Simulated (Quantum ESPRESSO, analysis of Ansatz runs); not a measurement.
# HfO2 (P2_1/c), nudged elastic band: V_O hop (2.6 Å) (q = 0) (Quantum ESPRESSO), part 2 of 3

Wanted: path and barrier of a jump of O in HfO2 (P2_1/c) at charge 0. The case: V_O hop (2.6 Å), in a cell of 48 host atoms with 1 O taken out.

Quantum ESPRESSO 7.5; Quantum ESPRESSO plane-wave DFT, PBEsol, GBRV 1.5 PBEsol potentials; nudged elastic band between two relaxed defect structures.

So far: Set-up; Relaxation of the start point, charge 0.

**3. Relaxation of the end point, charge 0**

Level of this step: Quantum ESPRESSO plane-wave DFT, PBEsol, GBRV 1.5 PBEsol potentials; relaxation of all atoms of a defect supercell (Quantum ESPRESSO).

The end point is relaxed in the same cell and settings, so that the two energies compare. Atoms more than 3.2 Å from the middle of the hop start where the first relaxation left them, the nearer ones on or close to their ideal places, with small random displacements.

The input, pw.in:

```
&CONTROL
  calculation = 'relax'
  prefix = 'pwscf'
  outdir = './tmp'
  pseudo_dir = './pseudo'
  tprnfor = .true.
  disk_io = 'low'
  nstep = 70
  forc_conv_thr = 0.00078
  etot_conv_thr = 0.0001
/
&SYSTEM
  ibrav = 0
  nat = 47
  ntyp = 2
  ecutwfc = 36
  ecutrho = 288
  nbnd = 193
  occupations = 'fixed'
  nosym = .true.
/
&ELECTRONS
  conv_thr = 5d-08
  electron_maxstep = 100
  mixing_beta = 0.5
/
&IONS
  ion_dynamics = 'bfgs'
/
ATOMIC_SPECIES
Hf   178.4900 hf_pbesol_v1.uspp.F.UPF
O     15.9990 o_pbesol_v1.2.uspp.F.UPF
CELL_PARAMETERS angstrom
  -5.9416700285    5.1632182997    5.1583953554
   4.2040263166   -5.1632182997    5.1655565942
   5.9416700285    5.1632182997   -5.1583953554
ATOMIC_POSITIONS crystal
Hf     0.0811141211    0.4898651775    0.8647647431
Hf     0.0826744070    0.9930283012    0.3666847273
[... 2 atom lines left out ...]
Hf     0.3735886372    0.2567062047    0.8392390671
[... 4 atom lines left out ...]
Hf     0.4164431826    0.5062387197    0.6323443136
[... 4 atom lines left out ...]
Hf     0.6246812938    0.2417980911    0.6586159462
[... 1 atom line left out ...]
O      0.6177895435    0.4635831540    0.6017544989
[... 4 atom lines left out ...]
O      0.3799065269    0.5361054641    0.3986380410
[... 1 atom line left out ...]
O      0.8793613601    0.5348809144    0.8977565901
O      0.1385663055    0.2849441185    0.4052580284
[... 1 atom line left out ...]
O      0.6378175248    0.2844622568    0.9051100676
[... 4 atom lines left out ...]
O      0.3391534276    0.2064619704    0.2077602839
[... 3 atom lines left out ...]
O      0.5009286538    0.0443371308    0.3830449638
O      0.5011890988    0.5440247223    0.8826787332
[... 5 atom lines left out ...]
O      0.6598477861    0.7952340984    0.7924392635
[... 3 atom lines left out ...]
O      0.5078640022    0.9578238147    0.6186014400
K_POINTS gamma
```

Started as:

```
$ OMP_NUM_THREADS=1 mpirun -n 4 pw.x -in pw.in > pw.out
```

Output:

```text
[shortened: banners, details of potentials and solvers, and blank lines are left out]
[banner, memory and clock lines left out]
     gamma-point specific algorithms are used
     one sub-group per band group will be used
     bravais-lattice index     =            0
     lattice parameter (alat)  =      17.7847  a.u.
     unit-cell volume          =    3650.0307 (a.u.)^3
     number of atoms/cell      =           47
     number of atomic types    =            2
     number of electrons       =       378.00
     number of Kohn-Sham states=          193
     kinetic-energy cutoff     =      36.0000  Ry
     charge density cutoff     =     288.0000  Ry
     scf convergence threshold =      5.0E-08
     mixing beta               =       0.5000
     number of iterations used =            8  plain     mixing
     energy convergence thresh.=      1.0E-04
     force convergence thresh. =      7.8E-04
     Exchange-correlation= SLA  PW   PSX  PSC
                           (   1   4  10   8   0   0   0)
     nstep                     =           70
     crystal axes: (cart. coord. in units of alat)
               a(1) = (  -0.631338   0.548623   0.548110 )
               a(2) = (   0.446703  -0.548623   0.548871 )
               a(3) = (   0.631338   0.548623  -0.548110 )
     PseudoPot. # 1 for Hf read from file:
     hf_pbesol_v1.uspp.F.UPF
     Pseudo is Ultrasoft + core correction, Zval = 12.0
[...]
PseudoPot. # 2 for O  read from file:
     o_pbesol_v1.2.uspp.F.UPF
     Pseudo is Ultrasoft + core correction, Zval =  6.0
[...]
atomic species   valence    mass     pseudopotential
     Hf               12.00   178.49000     Hf( 1.00)
     O                 6.00    15.99900     O ( 1.00)
     No symmetry found
     site n.     atom                  positions (alat units)
         1        Hf     tau(   1) = (   0.7135728   0.2501796  -0.1606541  )
         2        Hf     tau(   2) = (   0.6228953  -0.2982694   0.3893758  )
         3        Hf     tau(   3) = (   0.0840577   0.2521178   0.3883063  )
         4        Hf     tau(   4) = (   0.6219859   0.2492131   0.3878055  )
         5        Hf     tau(   5) = (   0.4086543   0.5245502  -0.1143292  )
         6        Hf     tau(   6) = (   0.3166123  -0.0248018   0.4355239  )
         7        Hf     tau(   7) = (  -0.2230510   0.5239142   0.4341282  )
         8        Hf     tau(   8) = (   0.3185170   0.5240776   0.4329014  )
[...]
number of k points=     1
                       cart. coord. in units 2pi/alat
        k(    1) = (   0.0000000   0.0000000   0.0000000), wk =   2.0000000
     Dense  grid:   150556 G-vectors     FFT dimensions: ( 100,  90, 100)
     Smooth grid:    53237 G-vectors     FFT dimensions: (  72,  64,  72)
     Check: negative core charge=   -0.000005
     starting charge     345.9999, renormalised to     378.0000
     Self-consistent Calculation
     iteration #  1     ecut=    36.00 Ry     beta= 0.50
     total energy              =   -3541.03928536 Ry
     estimated scf accuracy    <      15.99866400 Ry
     iteration #  2     ecut=    36.00 Ry     beta= 0.50
     total energy              =   -3542.96281471 Ry
     estimated scf accuracy    <       2.21696849 Ry
     iteration #  3     ecut=    36.00 Ry     beta= 0.50
     total energy              =   -3543.27806067 Ry
     estimated scf accuracy    <       0.11434944 Ry
[...]
c_bands:  1 eigenvalues not converged
[...]
c_bands:  1 eigenvalues not converged
[...]
estimated scf accuracy    <       0.00000034 Ry
[... 111 further cycles ...]
     iteration #  6     ecut=    36.00 Ry     beta= 0.50
     total energy              =   -3543.33422945 Ry
     estimated scf accuracy    <          2.9E-09 Ry
     iteration #  7     ecut=    36.00 Ry     beta= 0.50
     total energy              =   -3543.33422945 Ry
     estimated scf accuracy    <          5.2E-10 Ry
     iteration #  8     ecut=    36.00 Ry     beta= 0.50
     End of self-consistent calculation
          k = 0.0000 0.0000 0.0000 (  6643 PWs)   bands (ev):
   -49.3852 -49.3752 -49.3681 -49.3658 -49.3634 -49.3617 -49.3570 -49.3533
   -49.3508 -49.3454 -49.3397 -49.3325 -49.2278 -49.2091 -49.1062 -49.0604
   -18.5123 -18.4887 -18.4585 -18.4224 -18.4156 -18.3960 -18.3903 -18.3624
   -18.3586 -18.3484 -18.3445 -18.3286 -18.3014 -18.2967 -18.2659 -18.2523
   -18.2381 -18.2296 -18.2266 -18.2156 -18.1956 -18.1562 -18.1379 -18.1360
   -18.1145 -18.1024 -18.0995 -18.0781 -18.0662 -18.0521 -18.0414 -18.0252
   -18.0211 -18.0080 -18.0000 -17.9889 -17.9825 -17.9708 -17.9644 -17.9479
   -17.9254 -17.9140 -17.9017 -17.8851 -17.8544 -17.8140 -17.7529 -17.6913
[...]
15.4273
     highest occupied, lowest unoccupied level (ev):    13.1189   15.0241
!    total energy              =   -3543.33422945 Ry
     estimated scf accuracy    <          4.0E-11 Ry
     The total energy is the sum of the following terms:
     one-electron contribution =    -554.62283016 Ry
     hartree contribution      =     494.67694048 Ry
     xc contribution           =   -1431.54944584 Ry
     ewald contribution        =   -2051.83889393 Ry
     convergence has been achieved in   8 iterations
     Forces acting on atoms (cartesian axes, Ry/au):
     atom    1 type  1   force =     0.00024076   -0.00042650    0.00043624
     atom    2 type  1   force =    -0.00020297    0.00008388   -0.00013333
     atom    3 type  1   force =     0.00028102   -0.00002769   -0.00037477
     atom    4 type  1   force =     0.00008080    0.00018009    0.00036291
     atom    5 type  1   force =    -0.00023976    0.00030680    0.00054822
     atom    6 type  1   force =    -0.00007270    0.00025760   -0.00042561
     atom    7 type  1   force =     0.00018702   -0.00005481   -0.00026706
     atom    8 type  1   force =     0.00012408   -0.00030532   -0.00036904
[...]
Total force =     0.003349     Total SCF correction =     0.000024
     Energy error            =      2.2E-05 Ry
     Gradient error          =      9.9E-04 Ry/Bohr
     number of scf cycles    =  16
     number of bfgs steps    =  15
     energy             old  =   -3543.3342070538 Ry
     energy             new  =   -3543.3342294539 Ry
     CASE: energy            _new < energy            _old
     new trust radius        =       0.0066914908 bohr
     new conv_thr            =       0.0000000005 Ry
ATOMIC_POSITIONS (crystal)
Hf               0.0819852281        0.4926716466        0.8669880244
Hf               0.0830049208        0.9937232198        0.3681281891
Hf               0.5812335649        0.4925109258        0.3660613941
Hf               0.5818726421        0.9922363609        0.8668811906
Hf               0.3730475184        0.2558366744        0.8383163666
Hf               0.3740056926        0.7573771643        0.3395557238
Hf               0.8739407663        0.2574622884        0.3398878743
Hf               0.8734977058        0.7572348740        0.8400852019
[...]
Check: negative core charge=   -0.000005
     Self-consistent Calculation
     iteration #  1     ecut=    36.00 Ry     beta= 0.50
     total energy              =   -3543.33424354 Ry
     estimated scf accuracy    <       0.00002265 Ry
     iteration #  2     ecut=    36.00 Ry     beta= 0.50
     total energy              =   -3543.33424610 Ry
     estimated scf accuracy    <       0.00000374 Ry
     iteration #  3     ecut=    36.00 Ry     beta= 0.50
     total energy              =   -3543.33424683 Ry
     estimated scf accuracy    <       0.00000068 Ry
[...]
estimated scf accuracy    <       0.00000005 Ry
     iteration #  5     ecut=    36.00 Ry     beta= 0.50
     total energy              =   -3543.33424694 Ry
     estimated scf accuracy    <       0.00000001 Ry
     iteration #  6     ecut=    36.00 Ry     beta= 0.50
     total energy              =   -3543.33424694 Ry
     estimated scf accuracy    <          1.9E-09 Ry
     iteration #  7     ecut=    36.00 Ry     beta= 0.50
     End of self-consistent calculation
          k = 0.0000 0.0000 0.0000 (  6643 PWs)   bands (ev):
   -49.3856 -49.3753 -49.3683 -49.3654 -49.3635 -49.3618 -49.3573 -49.3524
   -49.3503 -49.3459 -49.3404 -49.3317 -49.2276 -49.2085 -49.1064 -49.0592
   -18.5122 -18.4887 -18.4586 -18.4222 -18.4153 -18.3959 -18.3902 -18.3625
   -18.3586 -18.3485 -18.3444 -18.3285 -18.3014 -18.2967 -18.2658 -18.2522
   -18.2381 -18.2296 -18.2264 -18.2155 -18.1956 -18.1562 -18.1379 -18.1362
   -18.1145 -18.1023 -18.0993 -18.0778 -18.0661 -18.0521 -18.0413 -18.0251
   -18.0208 -18.0078 -18.0001 -17.9887 -17.9823 -17.9707 -17.9644 -17.9480
   -17.9251 -17.9137 -17.9014 -17.8847 -17.8540 -17.8135 -17.7526 -17.6905
[...]
15.4272
     highest occupied, lowest unoccupied level (ev):    13.1187   15.0235
!    total energy              =   -3543.33424694 Ry
     estimated scf accuracy    <          2.8E-10 Ry
     The total energy is the sum of the following terms:
     one-electron contribution =    -554.59327014 Ry
     hartree contribution      =     494.66285721 Ry
     xc contribution           =   -1431.54960278 Ry
     ewald contribution        =   -2051.85423123 Ry
     convergence has been achieved in   7 iterations
     Forces acting on atoms (cartesian axes, Ry/au):
     atom    1 type  1   force =     0.00002395   -0.00030162    0.00004056
     atom    2 type  1   force =    -0.00030978   -0.00014077    0.00011235
     atom    3 type  1   force =     0.00012781    0.00013045   -0.00032029
     atom    4 type  1   force =     0.00001880   -0.00014970    0.00020002
     atom    5 type  1   force =     0.00002244    0.00013627    0.00033725
     atom    6 type  1   force =    -0.00001529    0.00035007   -0.00019255
     atom    7 type  1   force =     0.00024280    0.00008792   -0.00014339
     atom    8 type  1   force =     0.00005822   -0.00022294   -0.00019273
[...]
Total force =     0.002917     Total SCF correction =     0.000059
     Energy error            =      1.7E-05 Ry
     Gradient error          =      7.8E-04 Ry/Bohr
     bfgs converged in  17 scf cycles and  16 bfgs steps
     (criteria: energy <  1.0E-04 Ry, force <  7.8E-04 Ry/Bohr)
     End of BFGS Geometry Optimization
     Final energy             =   -3543.3342469399 Ry
Begin final coordinates
ATOMIC_POSITIONS (crystal)
Hf               0.0819852281        0.4926716466        0.8669880244
Hf               0.0830049208        0.9937232198        0.3681281891
Hf               0.5812335649        0.4925109258        0.3660613941
Hf               0.5818726421        0.9922363609        0.8668811906
Hf               0.3730475184        0.2558366744        0.8383163666
Hf               0.3740056926        0.7573771643        0.3395557238
Hf               0.8739407663        0.2574622884        0.3398878743
Hf               0.8734977058        0.7572348740        0.8400852019
[...]
End final coordinates
```

Run time: 12 min. Hardware: 4 MPI ranks of AMD EPYC 7571, shared host; peak memory 1.4 GiB; 46 min of CPU time.

The steps of the relaxation:

| step | energy less that of the first step (eV) |
| --- | --- |
| 0 | 0.0000 |
| 1 | -0.1010 |
| 2 | -0.1665 |
| 3 | -0.2082 |
| 4 | -0.2256 |
| 5 | -0.2421 |
| 6 | -0.2564 |
| 7 | -0.2614 |
| 8 | -0.2663 |
| 9 | -0.2684 |
| 10 | -0.2700 |
| 11 | -0.2709 |
| 12 | -0.2715 |
| 13 | -0.2719 |
| 14 | -0.2723 |
| 15 | -0.2726 |
| 16 | -0.2728 |

The atoms that moved most (Å):

```csv
atom,dx,dy,dz,length
O36,0.080,-0.099,-0.082,0.152
O32,-0.079,-0.099,0.078,0.148
O43,0.055,0.094,-0.061,0.125
O37,0.027,-0.057,-0.064,0.090
O20,-0.011,-0.018,0.055,0.058
O33,0.027,0.041,-0.028,0.056
O35,0.026,0.043,-0.024,0.055
O25,-0.028,0.045,-0.008,0.054
```

Neighbours of O17 at the end:

```
atom  distance (Å)
Hf15         2.113
Hf10         2.124
 Hf3         2.247
 Hf8         2.256
 O43         2.540
 O24         2.575
 O20         2.665
 O22         2.712
```

This step gave:

```yaml
highest_filled_level: 13.12 eV
lowest_empty_level: 15.02 eV
r_m_s_move_of_the_farther_half_of_the_atoms: 0.06247 Å
largest_move_from_the_ideal_geometry_of_this_structure_a_common_shift_of_the_far_atoms_taken_out: 0.1608 Å
```

The relaxation gained 0.273 eV and ended with a largest force component of 0.020 eV/Å. The end lies within 1 meV of the start.

[end of part 2 of 3]

[Logs are printed without paths, hosts, clocks, repeated set-up lines and the standing remarks that a program may print on its own settings, such as how far it seeks lower states.]

[Hosts, paths, dates, database ids (printed as entryN), source tags and the programs' standing remarks are cut or masked in the printed files.]
